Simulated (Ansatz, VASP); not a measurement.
## Pt: VASP beside Ansatz

```
Pt
1.0
     0.00000    1.96090    1.96090
     1.96090    0.00000    1.96090
     1.96090    1.96090    0.00000
Pt
1
Direct
  0.00000 0.00000 0.00000
```

Alike in both runs: task relaxation of cell and atoms; functional HSE03; k mesh 6 × 6 × 6; occupations fermi-dirac, width 0.05 eV; no spin polarisation.

|  | VASP | Ansatz |
| --- | --- | --- |
| version | VASP 6.6.1 | Ansatz 0.2.0 |
| potentials or method | VASP PAW PBE potentials, release 64 (Pt) | Ansatz PAW |
| plane-wave cutoff (eV) | 600 | 420 |
| valence electrons in the cell | 10 | 18 |

|  | VASP | Ansatz | Ansatz less VASP |
| --- | --- | --- | --- |
| gap on the k mesh at the Fermi level, each at its own relaxed structure (eV) | none | none | - |
| relaxed volume (Å³/atom) | 15.02 | 15.00 | -0.020 |
| relaxed cell length with the largest relative difference (Å) | 2.770 | 2.768 | -0.0013 |

A gap of «none» marks a metal or a gap that the smearing closes. The two sets of potentials don't hold the same shells in valence.

Caveats: the k mesh is coarse (spacing up to 0.46 Å⁻¹), so the values aren't converged, least of all with exact exchange; the PAW data sets were made with another functional, which shifts forces and pressure a little (VASP); the plane-wave basis is chosen anew once the cell has moved, so the energies of steps on either side of that aren't comparable (Ansatz); the PAW data sets come from PBE, with cores solved anew for the run's functional, which leaves a small shift of forces and pressure (Ansatz). The runs have no spin-orbit coupling, so splittings on Pt are missing.
